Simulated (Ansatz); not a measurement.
**Ru: band structure with HSE03**

Crystal: Ru.

```xyz
1
Lattice="0.0000 1.9150 1.9150 1.9150 0.0000 1.9150 1.9150 1.9150 0.0000" Properties=species:S:1:pos:R:3 pbc="T T T"
Ru    0.0000    0.0000    0.0000
```

This isn't the form of Ru at room conditions, which is hcp.

- Program: Ansatz 0.2.0
- Task: band structure
- Functional: HSE03
- Potentials or basis: SPMS NC
- Cutoff: 653 eV (not typed: the program's choice for these potentials)
- k mesh: 8 × 8 × 8
- Occupations: cold, width 0.01 eV
- Spin: no spin polarisation
- Path: [["G", "X", "W", "K", "G", "L", "U", "W", "L", "K"], ["U", "X"]]
- Points for each segment of the path: 4

The pressure is -16.0 GPa and the band gap on the k mesh is none (metal or under the smearing width).

Levels at the corners of the path, in eV from the Fermi level:
```tsv
point	band 5	band 6	band 7	band 8	band 9	band 10	band 11	band 12
Γ	-8.14	-2.63	-2.63	-2.63	0.02	0.02	16.32	22.09
X	-6.68	-6.18	2.07	2.75	2.75	4.19	14.49	14.49
W	-5.10	-3.49	-3.49	-0.31	2.76	11.40	11.40	13.09
K	-5.70	-4.71	-1.34	0.38	1.93	9.77	10.13	14.20
Γ	-8.14	-2.63	-2.63	-2.63	0.02	0.02	16.32	22.09
L	-6.31	-2.80	-2.80	1.36	2.18	2.18	10.99	15.89
U	-5.70	-4.71	-1.34	0.38	1.93	9.77	10.13	14.20
W	-5.10	-3.49	-3.49	-0.31	2.76	11.40	11.40	13.09
L	-6.31	-2.80	-2.80	1.36	2.18	2.18	10.99	15.89
K	-5.70	-4.71	-1.34	0.38	1.93	9.77	10.13	14.20
U	-5.70	-4.71	-1.34	0.38	1.93	9.77	10.13	14.20
X	-6.68	-6.18	2.07	2.75	2.75	4.19	14.49	14.49
```

It took 120 s on 1 thread of Intel(R) Xeon(R) Platinum 8259CL CPU @ 2.50GHz (Skylake/Cascade Lake), with other jobs on the host, peak memory 0.89 GiB.

Caveat: so large a pressure means that the cell lies far from this level's equilibrium, or that cutoff or potentials fall short; the potentials were made for another functional, which shifts forces and pressure; the thresholds are loose for stress.
